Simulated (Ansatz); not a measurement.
## Ga under changes of volume

One of the cells (18.191 Å³/atom); the others are scaled copies at fixed shape and fractional positions:

```
Ga
1.0
     2.77842    0.00000    0.00000
     0.00000    3.28161    0.00000
    -1.34343    0.00000    3.99027
Ga
2
Direct
  0.13460 0.75000 0.77017
  0.86540 0.25000 0.22983
```

This isn't the form of Ga at room conditions, which is orthorhombic.

| Property | Result |
| --- | --- |
| Program | Ansatz 0.2.0 |
| Functional | LDA |
| Potentials or basis | all-electron LAPW, scalar-relativistic |
| Cutoff | 251 eV (chosen from the basis error) |
| Basis error allowed | 0.001 eV/atom |
| k mesh | 10 × 8 × 7 |
| Occupations | fermi-dirac, width 0.05 eV |
| Spin | no spin polarisation |

```csv
volume (Å³/atom),energy over the lowest point (meV/atom),pressure (GPa),largest force (eV/Å)
17.100,?,?,?
17.463,0.00,-0.4,0.082
17.827,2.32,-1.6,0.074
18.191,7.28,-2.7,0.065
18.555,14.62,-3.7,0.057
18.919,24.15,-4.6,0.050
19.283,35.61,-5.4,0.043
```

Q: What does the run at 17.100 Å³/atom give?

A: Energy over the lowest point 0.76 meV/atom; pressure 1.0 GPa; largest force 0.090 eV/Å.

Worked out: A Birch-Murnaghan fit of order 3 (a polynomial in V^(-2/3)) to the other rows has its minimum at 17.35 Å³/atom, just outside them, with B0 = V·E''(V) = 63 GPa and B' = 3.8 at fixed shape and positions, which overstates the stiffness. It gives 0.60 meV/atom at 17.100 Å³/atom, against the run's 0.76, and -dE/dV = 1.0 GPa, against 1.0.

Energies are extrapolated to zero smearing.
